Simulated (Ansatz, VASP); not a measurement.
# SiMo3 in VASP and in Ansatz

The input INCAR:

```
SYSTEM = SiMo3
ALGO = Fast
EDIFF = 1E-7
ENCUT = 520
GGA = PS
ISIF = 2
ISMEAR = -1
LASPH = .TRUE.
LCHARG = .FALSE.
LREAL = .FALSE.
LWAVE = .FALSE.
NBANDS = 56
NELM = 60
PREC = Accurate
SIGMA = 0.05
```

Contents of KPOINTS:

```
k-points
0
G
  6 6 6
  0 0 0
```

The input POSCAR:

```
SiMo3
1.0
    4.8890000000      0.0000000000      0.0000000000
    0.0000000000      4.8890000000      0.0000000000
    0.0000000000      0.0000000000      4.8890000000
Mo Si
6 2
Direct
    0.0000000000      0.5000000000      0.2500000000
    0.0000000000      0.5000000000      0.7500000000
    0.5000000000      0.2500000000      0.0000000000
    0.7500000000      0.0000000000      0.5000000000
    0.5000000000      0.7500000000      0.0000000000
    0.2500000000      0.0000000000      0.5000000000
    0.5000000000      0.5000000000      0.5000000000
    0.0000000000      0.0000000000      0.0000000000
```

input.yaml

```yaml
crystal:
  lattice:
    - [4.889, 0.0, 0.0]
    - [0.0, 4.889, 0.0]
    - [0.0, 0.0, 4.889]
  atoms:
    - { symbol: Mo, position: [0.0, 0.5, 0.25] }
    - { symbol: Mo, position: [0.0, 0.5, 0.75] }
    - { symbol: Mo, position: [0.5, 0.25, 0.0] }
    - { symbol: Mo, position: [0.75, 0.0, 0.5] }
    - { symbol: Mo, position: [0.5, 0.75, 0.0] }
    - { symbol: Mo, position: [0.25, 0.0, 0.5] }
    - { symbol: Si, position: [0.5, 0.5, 0.5] }
    - { symbol: Si, position: [0.0, 0.0, 0.0] }
hamiltonian:
  xc: pbesol
  pseudopotentials: { kind: paw }
kpoints:
  mp_grid: { grid: [6, 6, 6] }
  band_path:
    path:
      - [[0.0, 0.0, 0.0], [0.0, 0.5, 0.0], [0.5, 0.5, 0.0], [0.0, 0.0, 0.0], [0.5, 0.5, 0.5], [0.0, 0.5, 0.0]]
      - [[0.5, 0.5, 0.0], [0.5, 0.5, 0.5]]
    npoints: 10
scf:
  occupations: { method: fermi_dirac, width: 0.05 }
  n_extra_bands: 20
output:
  forces: true
  stress: true
  eigenvalues: true
  fatbands: true
  write_density: true
  write_potential: true
  elf: true
  volumetric_format: npy
```

Alike in both runs: functional PBEsol; k mesh 6 × 6 × 6; occupations fermi-dirac, width 0.05 eV; no spin polarisation.

|  | VASP | Ansatz |
| --- | --- | --- |
| version | VASP 6.6.1 | Ansatz 0.2.0 |
| potentials or method | VASP PAW PBE potentials, release 64 (Mo_sv, Si) | Ansatz PAW |
| plane-wave cutoff (eV) | 520 | 420 |
| valence electrons in the cell | 92 | 92 |
| task | single point | band structure |

Ansatz gave:

- gap on the k mesh at the Fermi level (eV): none
- pressure (GPa): -4.4

Q: Which values does VASP return?

A: gap on the k mesh at the Fermi level (eV): none; pressure (GPa): -3.8.

A gap of «none» marks a metal or a gap that the smearing closes.

Caveats: the PAW data sets were made with another functional, which shifts forces and pressure a little (VASP); the PAW data sets come from PBE, with cores solved anew for the run's functional, which leaves a small shift of forces and pressure (Ansatz).
